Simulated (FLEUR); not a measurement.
Gd: single point with PBE

Crystal: Gd.

```xyz
2
Lattice="3.6360 0.0000 0.0000 -1.8180 3.1489 0.0000 0.0000 0.0000 5.7826" Properties=species:S:1:pos:R:3 pbc="T T T"
Gd    1.8180    1.0496    4.3369
Gd    0.0000    2.0992    1.4457
```

```
Program             : FLEUR MaX-R8.1 (later development tree)
Task                : single point
Functional          : PBE
Potentials or basis : all-electron
Basis               : FLAPW
Kmax                : 4.1 1/bohr
k mesh              : 8 × 8 × 5
Occupations         : fermi-dirac, width 0.05 eV
Spin                : collinear spin, ferromagnetic start
Starting moments    : [7.0, 7.0] μB
```

- Band gap on the k mesh: none (metal or under the smearing width)
- Net moment: 15.23 μB per cell
- Site moments: Gd +7.20 μB
- Valence electrons inside the program's atomic spheres: Gd 15.74 (radii Gd 2.66 bohr)

Levels at points of the mesh, in eV from the Fermi level:
Spin up:
```csv
k point,band 22,band 23,band 24,band 25,band 26,band 27,band 28
"(0.00, 0.00, 0.00)",-4.62,-4.62,-2.47,1.07,1.33,1.33,1.50
"(0.00, 0.50, 0.00)",-4.63,-2.14,-1.74,-1.29,-0.09,1.07,1.10
```
Spin down:
| k point | band 6 | band 7 | band 8 | band 9 | band 10 | band 11 | band 12 | band 13 | band 14 | band 15 |
| --- | --- | --- | --- | --- | --- | --- | --- | --- | --- | --- |
| (0.00, 0.00, 0.00) | -19.87 | -19.87 | -19.86 | -4.15 | -1.43 | 0.33 | 0.36 | 0.41 | 0.47 | 0.47 |
| (0.00, 0.50, 0.00) | -20.18 | -20.08 | -19.97 | -1.05 | -0.90 | -0.58 | 0.36 | 0.42 | 0.49 | 0.49 |

Core levels (eV from the Fermi level):
| atom | levels |
| --- | --- |
| 1 Gd | 1s1/2 -50045.5, 2s1/2 -8253.2, 2p1/2 -7835.8, 2p3/2 -7139.9, 3s1/2 -1825.4, 3p1/2 -1644.5, 3p3/2 -1501.9, 4s1/2 -364.9, 3d3/2 -1189.8, 3d5/2 -1158.8, 4p1/2 -294.5, 4p3/2 -262.8, 4d3/2 -147.0, 4d5/2 -141.2 |
| 2 Gd | 1s1/2 -50045.5, 2s1/2 -8253.2, 2p1/2 -7835.8, 2p3/2 -7139.9, 3s1/2 -1825.4, 3p1/2 -1644.5, 3p3/2 -1501.9, 4s1/2 -364.9, 3d3/2 -1189.8, 3d5/2 -1158.8, 4p1/2 -294.5, 4p3/2 -262.8, 4d3/2 -147.0, 4d5/2 -141.2 |

Run time: 3.7 min on 1 thread of Arm Neoverse V1, with other jobs on the host, peak memory 0.1 GiB.

Caveat: spin-orbit coupling is left out, which moves the levels of the heavy elements. The state reached can hang on the start; a lower one may exist.
